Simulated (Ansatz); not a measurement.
## C started on a Si site in 4H-SiC, 256 atoms, charge 0 (k site)

All numbers come from Ansatz (PAW, plane waves, no spin–orbit coupling) at the single k point (¼, ¼, ¼) without its symmetry partners. The atoms were relaxed with PBEsol in a fixed cell; other functionals are single points on those atoms unless said otherwise. The valence top and gap of the host come from its small cell on a dense mesh, with the band extrema sought between the mesh points, lined up by the mean potential, PBEsol gap 2.12 eV, HSE06 gap 3.14 eV.

Cell: a = 12.312 Å, b = 10.663 Å, c = 20.152 Å, α = 90.00°, β = 90.00°, γ = 90.00°.

Nearest atoms after relaxation, from the placed atom (for vacancies from the middle of the vacant sites): C at 1.65 Å, C at 1.66 Å, C at 1.66 Å, C at 1.66 Å, Si at 3.02 Å, Si at 3.02 Å, Si at 3.02 Å, Si at 3.02 Å.

Chemical potentials μ are those of reference phases of the elements at zero temperature by the same functional (the usual solids, diamond for C, grey Sn, and the molecules H2, N2, O2, F2, Cl2, Br2 and S8).

| functional | E(defect) − E(host) − Σ nμ + q·E_VBM (eV) | monopole (eV) | alignment (eV) | formation energy at E_F = VBM (eV) | moment (μB) | wall time, shared host |
| --- | --- | --- | --- | --- | --- | --- |
| PBEsol | 3.43 | 0.00 | 0.00 | 3.43 | 0 (no spin) | 26 s on NVIDIA GB300 (relaxation) |
| HSE06 | 3.81 | 0.00 | 0.00 | 3.81 | 0 (no spin) | 4.2 min on NVIDIA GB300 |

HSE06 one-electron levels near the gap (the ten most localised at most), from the host's valence top:

```tsv
level (eV)	spin	filling	atoms sharing it	element of the atom with most weight
-0.25	both	2.00	192.3	spread
-0.20	both	2.00	192.9	spread
-0.11	both	2.00	187.2	spread
3.44	both	0.00	228.1	spread
```

All elements are taken at their own reference at once; growth conditions in equilibrium with the host shift these energies, by up to the host's formation enthalpy.

One k point and a cell of this size can leave errors of several tenths of an eV in such numbers.
